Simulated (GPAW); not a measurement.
Set up this calculation in GPAW 26.7.0, as an ASE script.

```
Task                : equation of state
Functional          : r2SCAN
Potentials or basis : GPAW PAW data sets (gpaw-data 1.2.1)
Cutoff              : 600 eV
Basis               : pw
k mesh              : 9 × 9 × 9
Occupations         : fermi-dirac, width 0.05 eV
Spin                : collinear spin, ferromagnetic start
Starting moments    : [2.0, 1.0] μB
Maxiter             : 150
Eos scales          : [0.94, 0.96, 0.98, 1.0, 1.02, 1.04, 1.06]
```

TiCo:

```
CELL_PARAMETERS angstrom
2.98611 0.00000 0.00000
0.00000 2.98611 0.00000
0.00000 0.00000 2.98611
ATOMIC_POSITIONS crystal
Co 0.50000 0.50000 0.50000
Ti 0.00000 0.00000 0.00000
```

The cell comes from a database or a generator and needn't be the stable form of this composition.

One way to write it, as run:

run.py

```python
from ase import Atoms
from ase.eos import EquationOfState
from ase.io import Trajectory
from ase.units import GPa
from gpaw import GPAW, PW

atoms = Atoms(['Co', 'Ti'],
              cell=[[2.98611099, 0.0, 0.0],
                    [0.0, 2.98611099, 0.0],
                    [0.0, 0.0, 2.98611099]],
              scaled_positions=[[0.5, 0.5, 0.5],
                                [0.0, 0.0, 0.0]],
              pbc=True)
atoms.set_initial_magnetic_moments([2.0, 1.0])

traj = Trajectory('eos.traj', 'w')
volumes, energies = [], []
for x in [0.94, 0.96, 0.98, 1.0, 1.02, 1.04, 1.06]:
    a = atoms.copy()
    a.set_cell(atoms.cell * x**(1 / 3), scale_atoms=True)
    calc = GPAW(mode=PW(600),
                xc='MGGA_X_R2SCAN+MGGA_C_R2SCAN',
                kpts={'size': (9, 9, 9), 'gamma': True},
                occupations={'name': 'fermi-dirac', 'width': 0.05},
                nbands=23,
                convergence={'density': 1e-05, 'energy': 1e-05},
                maxiter=150,
                txt=f'eos-{x:.2f}.txt')
    a.calc = calc
    energies.append(a.get_potential_energy(force_consistent=True))
    volumes.append(a.get_volume())
    p = -a.get_stress()[:3].mean() / GPa
    calc.write(f'eos-{x:.2f}.gpw')
    traj.write(a)
    print(f'{x:.2f} {volumes[-1]:10.4f} A^3 {energies[-1]:14.6f} eV {p:9.3f} GPa', flush=True)

v0, e0, B = EquationOfState(volumes, energies, eos='birchmurnaghan').fit()
print(f'V0 = {v0:.4f} A^3, E0 = {e0:.6f} eV, B0 = {B / GPa:.2f} GPa')
```

Potentials or basis: GPAW PAW data sets (gpaw-data 1.2.1), pw.

Command:

```sh
$ OMP_NUM_THREADS=1 python run.py
```

It gave:

- Equilibrium volume: 13.42 Å³/atom (rough: see the caveat)
- Bulk modulus: 158 GPa (rough)

Caveat: the points scatter about the fit; the PAW data sets were made with another functional, which shifts forces and pressure a little.

It took 12 min on 1 thread of Arm Neoverse V2, on a shared host, peak memory 0.97 GiB.
